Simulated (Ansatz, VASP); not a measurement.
**Sr2SiS4 (Sr2SiS4 (P2_1/m)) in two plane-wave programs**

Wanted: the spread between two codes on one cell, functional and k mesh.

Program: Ansatz 0.2.0. Level of theory: plane waves, with VASP 6.6.1 beside it; single point at PBEsol. Results are calculated unless marked as measured.

## Step 1: Set-up

The cell holds 56 atoms: 16 Sr, 8 Si and 32 S. Cell: a = 13.657 Å, b = 10.903 Å, c = 13.657 Å, α = 117.0°, β = 122.5°, γ = 97.1°. It derives from Sr2SiS4 (Sr2SiS4 (P2_1/m)).

## Step 2: VASP: single point, PBEsol

With cell and atoms fixed, the geometry can't cause a difference; cores, projectors, grids and the points listed under the comparison can.

Lines of VASP's logs that name or quote its potential files are left out, and so is its time.

File INCAR:

```
SYSTEM = Sr2SiS4
PREC = Normal
ENCUT = 300
EDIFF = 1E-05
NELM = 120
ISMEAR = 0
SIGMA = 0.05
LREAL = Auto
ALGO = Fast
GGA = PS
LORBIT = 11
LWAVE = .FALSE.
LCHARG = .FALSE.
KPAR = 4
```

File POSCAR:

```
Sr2SiS4
1.0
   -9.0897354922      6.5640055546      7.7979513741
    3.9484274822     -6.5640055546      7.7593381221
    9.0897354922      6.5640055546     -7.7979513741
Sr Si S
16 8 32
Direct
    0.8505040680      0.6176273190      0.5171232510
    0.3505040680      0.1176273190      0.5171232510
    0.3505040680      0.6176273190      0.0171232510
    0.8505040680      0.1176273190      0.0171232510
    0.1494959320      0.3823726810      0.4828767491
    0.6494959320      0.8823726811      0.4828767490
    0.6494959320      0.3823726810      0.9828767490
    0.1494959320      0.8823726810      0.9828767490
    0.5896199271      0.3273689869      0.4877490598
    0.0896199271      0.8273689869      0.4877490598
    0.0896199271      0.3273689869      0.9877490598
    0.5896199271      0.8273689869      0.9877490598
    0.4103800729      0.6726310131      0.5122509402
    0.9103800729      0.1726310131      0.5122509402
    0.9103800729      0.6726310131      0.0122509402
    0.4103800729      0.1726310131      0.0122509402
    0.7732227723      0.7581398997      0.7349171274
    0.2732227723      0.2581398997      0.7349171274
    0.2732227723      0.7581398997      0.2349171274
    0.7732227723      0.2581398997      0.2349171274
    0.2267772277      0.2418601003      0.2650828726
    0.7267772277      0.7418601003      0.2650828726
    0.7267772277      0.2418601003      0.7650828726
    0.2267772277      0.7418601003      0.7650828726
    0.4074053683      0.4757706690      0.8183653007
    0.9074053683      0.9757706690      0.8183653006
    0.9074053683      0.4757706690      0.3183653006
    0.4074053683      0.9757706690      0.3183653007
    0.5925946317      0.5242293310      0.1816346994
    0.0925946317      0.0242293311      0.1816346993
    0.0925946317      0.5242293311      0.6816346994
    0.5925946317      0.0242293311      0.6816346994
    0.6911711581      0.7742155723      0.8330444143
    0.1911711581      0.2742155724      0.8330444143
    0.1911711581      0.7742155723      0.3330444143
    0.6911711581      0.2742155724      0.3330444143
    0.3088288419      0.2257844277      0.1669555858
    0.8088288419      0.7257844276      0.1669555857
    0.8088288419      0.2257844277      0.6669555858
    0.3088288419      0.7257844276      0.6669555858
    0.6168060680      0.6203233780      0.5016070031
    0.1168060680      0.1203233780      0.5016070031
    0.1168060680      0.6203233780      0.0016070031
    0.6168060680      0.1203233780      0.0016070031
    0.6312836252      0.3796766220      0.7464826900
    0.1312836252      0.8796766220      0.7464826900
    0.1312836252      0.3796766220      0.2464826900
    0.6312836252      0.8796766220      0.2464826900
    0.3831939321      0.3796766220      0.4983929969
    0.8831939320      0.8796766220      0.4983929969
    0.8831939321      0.3796766221      0.9983929969
    0.3831939321      0.8796766220      0.9983929969
    0.3687163749      0.6203233780      0.2535173100
    0.8687163748      0.1203233780      0.2535173100
    0.8687163748      0.6203233780      0.7535173100
    0.3687163749      0.1203233780      0.7535173100
```

File KPOINTS:

```
Automatic mesh
0
Gamma
2 2 2
0 0 0
```

PAW data sets: Sr_sv, Si and S (PBE family, release 64).

Run with:

```console
> mpirun -np 4 vasp_std
```

Numbers of over 12 decimals in the logs are rounded to 6 here.

What it wrote:

```text
[banner, memory and clock lines left out]
running    4 mpi-ranks, on    1 nodes
[...]
|                                                                             |
|               ----> ADVICE to this user running VASP <----                  |
|                                                                             |
|     You enforced a specific xc type in the INCAR file but a different       |
|     [... a line on the potential file left out ...]
|     I HOPE YOU KNOW WHAT YOU ARE DOING!                                     |
|                                                                             |

 LDA part: xc-table for (Slater+PW92), standard interpolation
 POSCAR, INCAR and KPOINTS ok, starting setup
[...]
entering main loop
       N       E                     dE             d eps       ncg     rms          rms(c)
DAV:   1     0.197666966676E+04    0.19767E+04   -0.12995E+05  2760   0.974E+02
DAV:   2    -0.110160086943E+03   -0.20868E+04   -0.20170E+04  3420   0.261E+02
[...]
WARNING in EDDRMM: call to ZHEGV failed, returncode =   6  3     71
RMM:  17    -0.305868796116E+03   -0.25875E-03   -0.11594E-03  5301   0.426E-02    0.364E-01
WARNING in EDDRMM: call to ZHEGV failed, returncode =   8  4     92
RMM:  18    -0.305868861607E+03   -0.65491E-04   -0.44026E-04  4956   0.278E-02    0.369E-01
WARNING in EDDRMM: call to ZHEGV failed, returncode =   6  3    118
RMM:  19    -0.305868879113E+03   -0.17506E-04   -0.22948E-04  4810   0.243E-02    0.425E-01
RMM:  20    -0.305868748418E+03    0.13069E-03   -0.20393E-04  4996   0.207E-02    0.390E-01
WARNING in EDDRMM: call to ZHEGV failed, returncode =   8  4     65
RMM:  21    -0.305868711547E+03    0.36871E-04   -0.10084E-04  4189   0.138E-02    0.380E-01
RMM:  22    -0.305868683850E+03    0.27697E-04   -0.71210E-05  3473   0.113E-02    0.369E-01
RMM:  23    -0.305868622247E+03    0.61603E-04   -0.17980E-04  4252   0.158E-02    0.323E-01
RMM:  24    -0.305868584020E+03    0.38227E-04   -0.43404E-05  2643   0.845E-03    0.297E-01
[...]
RMM:  28    -0.305868378764E+03    0.41075E-04   -0.41756E-05  2330   0.119E-02    0.564E-02
RMM:  29    -0.305868367948E+03    0.10816E-04   -0.12587E-05  2047   0.659E-03    0.325E-02
RMM:  30    -0.305868362531E+03    0.54168E-05   -0.72524E-06  2017   0.471E-03
   1 F= -.30586836E+03 E0= -.30586836E+03  d E =-.119130E-15
```

OUTCAR, selected parts (step 2):

```text
  Total       -2.3460653     -2.7446051     -2.4307662      0.0000000     -0.0000000      0.1353571
  in kB       -2.8258992     -3.3059511     -2.9279237      0.0000000     -0.0000000      0.1630413
  external PRESSURE =      -3.0199247 kB  Pullay stress =       0.0000000 kB

 POSITION                                       TOTAL-FORCE (eV/Angst)
 -----------------------------------------------------------------------------------
     -0.59169      4.92300      7.39207        -0.028219     -0.000000      0.003853
      1.97897      4.92300     -0.38658        -0.028219     -0.000000      0.003853
     -0.59169     -1.64100      7.39207        -0.028219     -0.000000      0.003853
     -7.11077      4.92300      7.41137        -0.028219     -0.000000      0.003853
      4.54011      1.64100      0.36727         0.028219      0.000000     -0.003853
      1.96946      1.64100      8.14592         0.028219     -0.000000     -0.003853
      4.54011      8.20501      0.36727         0.028219      0.000000     -0.003853
     11.05920      1.64100      0.34796         0.028219     -0.000000     -0.003853
      0.36661      4.92300      3.33455        -0.008029     -0.000000     -0.010240
      6.88569     -1.64100      3.31524        -0.008029     -0.000000     -0.010240
      9.45635      4.92300     -4.46340        -0.008029     -0.000000     -0.010240
      6.88569      4.92300      3.31524        -0.008029     -0.000000     -0.010240
      3.58181      1.64100      4.42479         0.008029     -0.000000      0.010240
     -2.93727      8.20501      4.44409         0.008029     -0.000000      0.010240
[...]
-----------------------------------------------------------------------------------
    total drift:                               -0.000001     -0.000002     -0.000002

  FREE ENERGIE OF THE ION-ELECTRON SYSTEM (eV)
  ---------------------------------------------------
  free  energy   TOTEN  =      -305.8683625311 eV

  energy  without entropy=     -305.8683625311  energy(sigma->0) =     -305.86836253

[... 1 further part left out ...]
```

The run ends at a pressure of -0.30 GPa, with forces up to 0.028 eV/Å.

[end of part 1 of 2]

[Lines on the potential files, build, host, timing and source positions are cut from VASP's logs without a mark.]

[Logs are printed without paths, hosts, clocks, repeated set-up lines and the standing remarks that a program may print on its own settings, such as how far it seeks lower states.]

[Hosts, paths, dates, database ids (printed as entryN), source tags and the programs' standing remarks are cut or masked in the printed files.]
